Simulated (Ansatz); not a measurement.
# Cu: the cost of one run

Program: Ansatz 0.2.0. Level of theory: DFT PBEsol, scalar-relativistic, plane waves, PAW. These are calculated values, not measurements.

## 1. Starting point

It takes space group C2/m (No. 12, monoclinic). The conventional cell has a = 8.478 Å, b = 2.556 Å, c = 31.439 Å, α = 90.00°, β = 90.00°, γ = 90.00°. Cu (site symmetry m) has 7 Cu at 2.56 Å as nearest neighbours. Cu (site symmetry m) is surrounded by 10 Cu at 2.56 Å. Cu (site symmetry m) has 12 Cu at 2.56 Å as nearest neighbours. Only part of the 9 independent sites is listed.

Structure file:

```xyz
17
Lattice="2.5562 0.0000 0.0000 -1.2781 4.2390 0.0000 0.0000 0.0000 31.4394" Properties=species:S:1:pos:R:3 pbc="T T T"
Cu    0.0000    0.0000    7.0000
Cu    1.2781    1.9268    8.0900
Cu    0.0000    3.8536    9.1799
Cu    0.0000    1.5414   10.2699
Cu    1.2781    3.4682   11.3599
Cu    1.2781    1.1561   12.4498
Cu    0.0000    3.0829   13.5398
Cu    0.0000    0.7707   14.6297
Cu    1.2781    2.6975   15.7197
Cu    1.2781    0.3854   16.8097
Cu    0.0000    2.3122   17.8996
Cu    0.0000    0.0000   18.9896
Cu    1.2781    1.9268   20.0796
Cu    0.0000    3.8536   21.1695
Cu    0.0000    1.5414   22.2595
Cu    1.2781    3.4682   23.3495
Cu    1.2781    1.1561   24.4394
```

## 2. Relaxing the atoms: Cu17 slab, no spin

Contents of input.yaml:

```yaml
crystal:
  lattice:
    - [2.55619101, 0.0, 0.0]
    - [-1.27809551, 4.23896324, 0.0]
    - [0.0, 0.0, 31.43941617]
  atoms:
    - { symbol: Cu, position: [0.0, 0.0, 0.222650445] }
    - { symbol: Cu, position: [0.7272727273, 0.4545454545, 0.2573191394] }
    - { symbol: Cu, position: [0.4545454545, 0.9090909091, 0.2919878337] }
    - { symbol: Cu, position: [0.1818181818, 0.3636363636, 0.3266565281] }
    - { symbol: Cu, position: [0.9090909091, 0.8181818182, 0.3613252225] }
    - { symbol: Cu, position: [0.6363636364, 0.2727272727, 0.3959939169] }
    - { symbol: Cu, position: [0.3636363636, 0.7272727273, 0.4306626112] }
    - { symbol: Cu, position: [0.0909090909, 0.1818181818, 0.4653313056] }
    - { symbol: Cu, position: [0.8181818182, 0.6363636364, 0.5] }
    - { symbol: Cu, position: [0.5454545455, 0.0909090909, 0.5346686944] }
    - { symbol: Cu, position: [0.2727272727, 0.5454545455, 0.5693373888] }
    - { symbol: Cu, position: [0.0, 0.0, 0.6040060831] }
    - { symbol: Cu, position: [0.7272727273, 0.4545454545, 0.6386747775] }
    - { symbol: Cu, position: [0.4545454545, 0.9090909091, 0.6733434719] }
    - { symbol: Cu, position: [0.1818181818, 0.3636363636, 0.7080121663] }
    - { symbol: Cu, position: [0.9090909091, 0.8181818182, 0.7426808606] }
    - { symbol: Cu, position: [0.6363636364, 0.2727272727, 0.777349555] }
scf:
  occupations: { method: gaussian, width: 0.1 }
output:
  forces: true
  stress: false
  write_density: true
  write_potential: true
  elf: true
  volumetric_format: npy
hamiltonian:
  xc: pbesol
kpoints:
  mp_grid: { grid: [16, 9, 1] }
relax:
  f_tol: 0.01
efield:
  axis: 3
  dipole_correction: true
```

Started as:

```bash
> ansatz run input.yaml --threads 8 --pin off --max-ram 20480MiB --backend cpu --events-out ev --progress --plain --runs-dir out
```

What time and memory should one allow on 8 threads of Arm Neoverse V2, shared host?

About 13 min, with a peak of 5.8 GiB.
